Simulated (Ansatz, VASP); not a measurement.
Two plane-wave programs on KZnF3

```
K Zn F
1.0
     4.04616    0.00000    0.00000
     0.00000    4.04616    0.00000
     0.00000    0.00000    4.04616
K Zn F
1 1 3
Direct
  0.00000 0.00000 0.00000
  0.50000 0.50000 0.50000
  0.50000 0.50000 0.00000
  0.00000 0.50000 0.50000
  0.50000 0.00000 0.50000
```

Alike in both runs: task single point; functional LDA; k mesh 6 × 6 × 6; no spin polarisation.

|  | VASP | Ansatz |
| --- | --- | --- |
| version | VASP 6.6.1 | Ansatz 0.2.0 |
| potentials or method | VASP PAW LDA potentials, release 64 (K_sv, Zn, F) | plane waves, PAW |
| plane-wave cutoff (eV) | 520 | 420 |
| occupations | gaussian, width 0.01 eV | fixed |
| valence electrons in the cell | 42 | 42 |

Ansatz gave:

- gap on the k mesh at the Fermi level (eV): 3.64
- pressure (GPa): -4.6

Problem. Which values does VASP return?

Solution. gap on the k mesh at the Fermi level (eV): 3.60; pressure (GPa): -4.2.

A k mesh can miss the band edges.
